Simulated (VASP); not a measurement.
An input for Ansatz (written as the equivalent of a VASP run, and not itself run):

Ansatz 0.2 input:
```yaml
crystal:
  lattice:
    - [3.7785716, 0.0000000, 0.0000000]
    - [0.0000000, 3.7785716, 0.0000000]
    - [0.0000000, 0.0000000, 3.7785716]
  atoms:
    - { symbol: La, position: [0.0000000, 0.0000000, 0.0000000] }
    - { symbol: Al, position: [0.5000000, 0.5000000, 0.5000000] }
    - { symbol: O, position: [0.5000000, 0.0000000, 0.5000000] }
    - { symbol: O, position: [0.0000000, 0.5000000, 0.5000000] }
    - { symbol: O, position: [0.5000000, 0.5000000, 0.0000000] }
kpoints:
  mp_grid: { grid: [6, 6, 6] }
hamiltonian:
  xc: lda
  pseudopotentials: { kind: paw }
scf:
  occupations: { method: gaussian, width: 0.05 }
  max_iter: 100
output: { forces: true, stress: true, eigenvalues: true }
```

Write the VASP files for the same calculation (LDA).

Several could match; the one computed here: 
INCAR:
```
SYSTEM = LaAlO3
PREC = Accurate
ENCUT = 520
EDIFF = 1E-7
NELM = 100
ALGO = Normal
LREAL = .FALSE.
LASPH = .TRUE.
ISMEAR = 0
SIGMA = 0.05
LMAXMIX = 6
LWAVE = .FALSE.
LCHARG = .FALSE.
ISIF = 2
```

File KPOINTS:
```
Automatic mesh
0
Gamma
6 6 6
0 0 0
```

**POSCAR**
```
LaAlO3
3.7785720
  0.9999998909   0.0000000000   0.0000000000
  0.0000000000   0.9999998909   0.0000000000
  0.0000000000   0.0000000000   0.9999998909
La Al O
1 1 3
Cart
  0.0000000000   0.0000000000   0.0000000000
  0.4999999455   0.4999999455   0.4999999455
  0.4999999455   0.0000000000   0.4999999455
  0.0000000000   0.4999999455   0.4999999455
  0.4999999455   0.4999999455   0.0000000000
```

POTCAR, in this order: La Al O (LDA.64 set). Program: vasp_std.

What does not carry over: each code has its own PAW files, so the cut-off isn't converted (ENCUT is set for VASP's; basis.ecutwfc is left out, and Ansatz then takes the one that its files recommend); Ansatz stops its SCF on the density residual and VASP on the energy change (EDIFF); Ansatz's lda is the Perdew-Wang form, while the LDA potentials of VASP carry Perdew-Zunger's.

The compound is LaAlO3 in the cubic perovskite structure, the ideal cubic form; the compound distorts at low or room temperature. This cell is one point of a volume scan, at 1.03 of the reference volume.
